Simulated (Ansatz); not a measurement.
# SnSe under pressure: fit and missing row

SnSe, Fm-3m, a = 6.062 Å. This isn't the usual stable structure of the compound. Ansatz: PBE, PAW, 420 eV, Γ-centred 10×10×10 mesh on 2 atoms, Gaussian smearing 0.02 eV; no spin polarisation. Cell and atoms are relaxed at each pressure, and no other structure is tried, so the rows at high pressure may lie past a change of phase.

| V (Å³/atom) | P (GPa) |
| --- | --- |
| 19.158 | 40.00 |
| ? | 20.00 |
| 23.966 | 10.00 |
| 25.547 | 5.00 |
| 26.804 | 1.98 |
| 27.840 | -0.01 |
| 29.131 | -2.01 |

Q: Take V0 = 27.840 Å³/atom, count pressures from its P0 = -0.01 GPa, fit the third-order Birch–Murnaghan form to the other rows, and predict the missing volume.

A: With the Eulerian strain f = ½[(V0/V)^(2/3) − 1] and y = (P − P0)/[3f(1 + 2f)^(5/2)], the form is the line y = B0 + 1.5 B0 (B0′ − 4) f. Rows (f, y): 0.14148, 50.6; 0.05253, 49.5; 0.02949, 49.1; 0.01280, 48.6; -0.01488, 48.3. Means f = 0.04428, y = 49.220; Σ(Δf)² = 0.01423, ΣΔfΔy = 0.2122; the slope is their ratio. y = 48.56 + 14.91 f GPa, so B0 = 48.6 GPa and B0′ = 4 + 2 × (14.91)/(3 × 48.56) = 4.20. P = 20.00 GPa is met at f = 0.08884 (y = 49.88), so V = V0 (1 + 2f)^(−3/2) = 21.784 Å³/atom. The run gave 21.776 Å³/atom, so the fit is 0.008 Å³/atom too high, within twice the rms miss on the fitted rows (0.005 Å³/atom).

Where the gap has closed, the smearing of 0.02 eV or less is narrow for a metal on this mesh. The mesh isn't the same in all rows (10×10×10, 12×12×12).